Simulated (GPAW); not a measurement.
TaN:

```
Ta N
1.0
     2.92177    0.00000    0.00000
    -1.46088    2.53033    0.00000
     0.00000    0.00000    5.91652
Ta N
2 2
Direct
  0.00000 0.00000 0.50000
  0.00000 0.00000 0.00000
  0.33333 0.66667 0.25000
  0.66667 0.33333 0.75000
```

The cell comes from a database or a generator and needn't be the stable form of this composition.

| Property | Result |
| --- | --- |
| Program | GPAW 26.7.0 |
| Task | relaxation of cell and atoms |
| Functional | RPBE |
| Dispersion | D4 |
| Potentials or basis | the program's PAW data sets (release 1.2.1) made for this functional |
| Cutoff | 800 eV |
| Basis | pw |
| k mesh | 7 × 7 × 4 |
| Occupations | fermi-dirac, width 0.05 eV |
| Spin | no spin polarisation |

At the start: pressure -5.7 GPa; volume 10.94 Å³/atom.

Task: Where does the relaxation end?

Result: Over 5 steps the energy falls by 3.4 meV/atom and the volume is 10.74 Å³/atom (-1.8 %); space group P6_3/mmc (No. 194, to 0.05 Å).

The path:
```
step  energy change (eV)  largest force (eV/Å)  pressure (GPa)  volume (Å³)
   1              0.0000                0.0000           -5.74        43.74
   2             -0.0055                0.0001           -4.45        43.56
   3             -0.0131                0.0001            0.30        42.92
   4             -0.0133                0.0000            0.17        42.93
   5             -0.0137                0.0000           -0.06        42.95
```

Final structure:
```
Ta N
1.0
     2.89842    0.00000    0.00000
    -1.44921    2.51011    0.00000
     0.00000    0.00000    5.90394
Ta N
2 2
Cartesian
  0.0000 0.0000 2.9520
  0.0000 0.0000 0.0000
  0.0000 1.6734 1.4760
  1.4492 0.8367 4.4280
```

Caveat: later steps reuse the first step's grids; pairwise dispersion overbinds metals, which lowers pressure and volume.
